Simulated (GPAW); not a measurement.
Runs of GPAW 26.7.0 on BN. It takes space group F-43m (No. 216, cubic). The conventional cell has a = 3.626 Å, b = 3.626 Å, c = 3.626 Å, α = 90.00°, β = 90.00°, γ = 90.00°. N (site symmetry -43m) has 4 B at 1.57 Å as nearest neighbours. B (site symmetry -43m) is surrounded by 4 N at 1.57 Å. The cell is a database's computed one.

```tsv
task	level	potentials or basis	k mesh	smearing	maxiter	response ecut	response k mesh	response bands	kernels	mesh quality	gap on the mesh (eV)
single point	PBE0-1/3	GPAW PAW data sets (gpaw-data 1.2.1), pw	6 × 6 × 6	fermi-dirac 0.05 eV	60	-	-	-	-	coarse	7.23
dielectric tensor	PBEsol	PAW data sets generated in the run's folder for this functional, pw	10 × 10 × 10	fermi-dirac 0.001 eV	150	80 eV	32 × 32 × 32	24	["RPA"]	not flagged	(a)
dielectric tensor	AM05	PAW data sets generated in the run's folder for this functional, pw	10 × 10 × 10	fermi-dirac 0.001 eV	150	80 eV	32 × 32 × 32	24	["RPA"]	not flagged	4.28
single point	LDA	the program's PAW data sets (release 1.2.1) made for this functional, pw	10 × 10 × 10	fermi-dirac 0.05 eV	120	-	-	-	-	not flagged	4.33
dielectric tensor	LDA	the program's PAW data sets (release 1.2.1) made for this functional, pw	10 × 10 × 10	fermi-dirac 0.001 eV	150	80 eV	32 × 32 × 32	24	["RPA"]	not flagged	4.33
```

Alike in all rows: no spin polarisation; cell as given; cutoff (eV) 600.

Task: Estimate the missing entries.

Result: (a) 4.26.

Caveats: some runs use coarse meshes; the long-wavelength limit can be off by a per cent or two (some runs).

A k mesh can miss the band edges.

Runs at the PBE level aren't shown here.
